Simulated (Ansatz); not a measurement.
# Relaxation path: Pt (sc type)

DFT, PBE, PAW with Ansatz's default frozen-core files, scalar-relativistic (Ansatz 0.2.0); a Γ-centred 16×16×16 k mesh, Fermi–Dirac smearing of 0.05 eV, no spin polarisation. The run relaxes cell and atoms at a target pressure of 92 GPa.

Command: `ansatz run input.yaml --threads 1 --pin off --max-ram 3584MiB --backend cpu --events-out ev --progress --plain --runs-dir out` It took 13 s on 1 thread of Arm Neoverse V1, with other jobs on the host, peak memory 0.3 GiB.

PAW: frozen-core files, cutoff 420 eV; forces are relaxed below 0.005 eV/Å.

Each step lists its enthalpy F + pV a cell above the last geometry, the pressure, the cell vectors (Å), and Cartesian positions (Å) with forces (eV/Å).

The first step:

```
step 1  dH = 71.03 meV  P = 126.1 GPa
  cell 2.3711 0.0000 0.0000  0.0000 2.3711 0.0000  0.0000 0.0000 2.3711
  Pt 0.0000 0.0000 0.0000   0.0000 0.0000 0.0000
```

Spin–orbit coupling is left out, which matters for the heavy atoms.

Question: Where does the relaxation end, and by which steps?

Answer: After 5 geometries, with conventional a, b, c = 2.412, 2.412, 2.412 Å, at 14.031 Å³/atom (+5.26 % against the start) in space group Pm-3m, with a shortest distance of 2.412 Å. The further steps:
```
step 2  dH = 160.87 meV  P = 51.0 GPa  (not accepted)
  cell 2.4772 0.0000 0.0000  0.0000 2.4772 0.0000  0.0000 0.0000 2.4772
  Pt 0.0000 0.0000 0.0000   0.0000 0.0000 0.0000
step 3  dH = 1.09 meV  P = 88.3 GPa
  cell 2.4170 0.0000 0.0000  0.0000 2.4170 0.0000  0.0000 0.0000 2.4170
  Pt 0.0000 0.0000 0.0000   0.0000 0.0000 0.0000
step 4  dH = 0.00 meV  P = 92.1 GPa
  cell 2.4119 0.0000 0.0000  0.0000 2.4119 0.0000  0.0000 0.0000 2.4119
  Pt 0.0000 0.0000 0.0000   0.0000 0.0000 0.0000
step 5  dH = 0.00 meV  P = 92.0 GPa
  cell 2.4119 0.0000 0.0000  0.0000 2.4119 0.0000  0.0000 0.0000 2.4119
  Pt 0.0000 0.0000 0.0000   0.0000 0.0000 0.0000
step 6  dH = -0.47 meV  P = 92.0 GPa  (same geometry on a basis chosen anew; earlier energies don't compare to the last digit)
  cell 2.4119 0.0000 0.0000  0.0000 2.4119 0.0000  0.0000 0.0000 2.4119
  Pt 0.0000 0.0000 0.0000   0.0000 0.0000 0.0000
```
